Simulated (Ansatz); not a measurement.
# Notes on a calculation: BAs

**The experiment.** The Crystallography Open Database holds a cell as deposited of cubic BAs (space group F-43m), temperature not stated (1963): a = 4.777 Å, 13.63 Å³/atom.

“Basic Physical Properties of Cubic Boron Arsenide”, 2019, arxiv:1911.11281 reports, for a bulk crystal of BAs: band gap 1.82 eV (indirect) at 300 K; bulk modulus 148 GPa.

The results are compared with them further down.

Level of theory: DFT, PBE, scalar-relativistic, no spin polarisation; plane waves to 420 eV with PAW datasets (Ansatz 0.2.0), Γ-centred 12×12×12 mesh, 0.05 eV Gaussian smearing; PAW files: Ansatz's generated set soft_2.

The chain of runs began from a cell as deposited in COD, expanded in volume.

The first cell, 1 % over the database's volume:

```yaml
crystal:
  lattice:
    - [0.00000, 2.39644, 2.39644]
    - [2.39644, 0.00000, 2.39644]
    - [2.39644, 2.39644, 0.00000]
  atoms:
    - { symbol: B, position: [0.00000, 0.00000, 0.00000] }
    - { symbol: As, position: [0.75000, 0.75000, 0.75000] }
```

The runs in order:

| run | level | k-mesh | kind | V (Å³/atom) | P (GPa) | E − E(final) (meV/atom) | gap on the mesh (eV) |
| --- | --- | --- | --- | --- | --- | --- | --- |
| 1 | PBE | 12×12×12 | fixed cell | 13.76 | 1.4 | 0.6 | 1.20 |
| 2 | PBE | 12×12×12 | fixed cell | 13.89 | 0.1 | 0.0 | 1.21 |

Cell and atoms are those of this level's equilibrium.

The final structure (symmetry read at 0.01 Å). Symmetry: F-43m, No. 216, cubic system. Conventional cell: a = 4.808 Å, b = 4.808 Å, c = 4.808 Å, α = 90.00°, β = 90.00°, γ = 90.00°. B (site symmetry -43m) has 4 As at 2.08 Å as nearest neighbours. Around As (site symmetry -43m) lie 4 B at 2.08 Å. (Shells end 15 % past the nearest neighbour.)

- At the final geometry the gap, band path included, is 1.20 eV.
- The equation of state gives B0 = 131 GPa and B0′ = 4.1.
- Against the elements' standard states, run alike and uncorrected, the formation energy is -0.03 eV/atom.

**What lies behind the numbers.**

Within 0.6 eV of the edges the projected states are 54 % B 2p at the top of the valence band and 38 % B 2p at the bottom of the conduction band. The conduction edge mixes several shells, so no single label fits the gap.

**Against experiment.** PBE gives 4.808 Å and 13.89 Å³/atom, +1.9 % in volume (+0.6 % in length) from the database's cell. PBE usually overestimates volumes by a few per cent. Measured gap of BAs: 1.82 eV (indirect; 300 K; “Basic Physical Properties of Cubic Boron Arsenide”, 2019, arxiv:1911.11281). This calculation gives 1.20 eV (-0.62 eV). Kohn–Sham gaps of semilocal functionals mostly fall below measured ones. Temperature and excitons aren't in the calculation. Measured bulk modulus of BAs: 148 GPa (quoted in “Basic Physical Properties of Cubic Boron Arsenide”, 2019, arxiv:1911.11281). This calculation gives 131 GPa (-11.2 %). Bulk moduli follow the volume steeply: with B0′ near 4, a cell 1 % too large is about 4 % too soft, and one too small too stiff.

Kohn–Sham gaps of semilocal functionals lie under measured ones, often by a third or more.
